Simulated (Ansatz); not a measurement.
Runs of Ansatz 0.2.0 on InP. The structure is cubic, space group F-43m (No. 216). The conventional cell has a = 5.861 Å, b = 5.861 Å, c = 5.861 Å, α = 90.00°, β = 90.00°, γ = 90.00°. In (site symmetry -43m) is surrounded by 4 P at 2.54 Å. P (site symmetry -43m) has 4 In at 2.54 Å as nearest neighbours. 

| task | level | potentials or basis | cell | k mesh | cutoff (eV) | smearing | basis error allowed | gap on the mesh (eV) | pressure (GPa) | relaxed volume (Å³/atom) |
| --- | --- | --- | --- | --- | --- | --- | --- | --- | --- | --- |
| single point | HSE06 | all-electron PAW datasets made for the crystal | as given | 6 × 6 × 6 | 270 | fermi-dirac 0.05 eV | - | 1.50 | - | - |
| relaxation of cell and atoms | PBE+D4 | all-electron LAPW, scalar-relativistic | relaxed | 8 × 8 × 8 | - | fermi-dirac 0.05 eV | 0.001 eV/atom | (b) | 0.0 | (c) |
| Born charges | LDA | all-electron PAW datasets made for the crystal | as given | 8 × 8 × 8 | 270 | fixed | - | 0.48 | - | - |
| relaxation of cell and atoms | RPBE | all-electron LAPW, scalar-relativistic | relaxed | 8 × 8 × 8 | - | fermi-dirac 0.05 eV | 0.001 eV/atom | 0.41 | 0.0 | (a) |
| single point | PBE | all-electron LAPW, scalar-relativistic | as given | 6 × 6 × 6 | 204 | fermi-dirac 0.06 eV | 0.004 eV/atom | 0.71 | 3.3 | - |

Alike in all rows: no spin polarisation.

**Question.** Estimate the missing entries.

**Answer.** (a) 27.26; (b) 0.63; (c) 25.56.

Caveats: spin-orbit coupling is left out, which moves the levels of the heavy elements; the program warned that the printed levels may be off, so bands, gaps and densities of states are rough (some runs).

A k mesh can miss the band edges, and the runs leave out spin-orbit coupling on In.

Not every run made on this cell is shown here.
